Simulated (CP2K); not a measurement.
# InPd under changes of volume

One of the cells (17.513 Å³/atom); the others are scaled copies at fixed shape and fractional positions:

```
In Pd
1.0
     3.27188    0.00000    0.00000
     0.00000    3.27188    0.00000
     0.00000    0.00000    3.27188
In Pd
1 1
Direct
  0.00000 0.00000 0.00000
  0.50000 0.50000 0.50000
```

The cell comes from a database or a generator and needn't be the stable form of this composition.

| Item | Value |
| --- | --- |
| Program | CP2K 2026.2 |
| Functional | LDA |
| Potentials or basis | GTH_POTENTIALS In GTH-PADE-q13, Pd GTH-PADE-q18; TZVP-MOLOPT-PBE-GTH basis |
| Density cutoff | 6803 eV |
| k mesh | 8 × 8 × 8 |
| Occupations | fermi-dirac, width 0.05 eV |
| Spin | no spin polarisation |

```tsv
volume (Å³/atom)	energy over the lowest point (meV/atom)	pressure (GPa)
16.462	0.00	0.4
16.813	?	?
17.163	12.22	-5.8
17.513	27.70	-8.3
17.863	48.34	-10.4
18.214	73.23	-12.1
18.564	101.52	-13.6
```

What does the run at 16.813 Å³/atom give?

Energy over the lowest point 2.71 meV/atom; pressure -2.9 GPa.

Worked out: A Birch-Murnaghan fit of order 3 (a polynomial in V^(-2/3)) to the other rows has its minimum at 16.52 Å³/atom with B0 = V·E''(V) = 174 GPa and B' = 6.6. It gives 2.58 meV/atom at 16.813 Å³/atom, against the run's 2.71, and -dE/dV = -2.9 GPa, against -2.9.

Energies are extrapolated to zero smearing.

Caveats: the basis of atomic orbitals isn't converged, which shifts pressures, moduli and gaps.
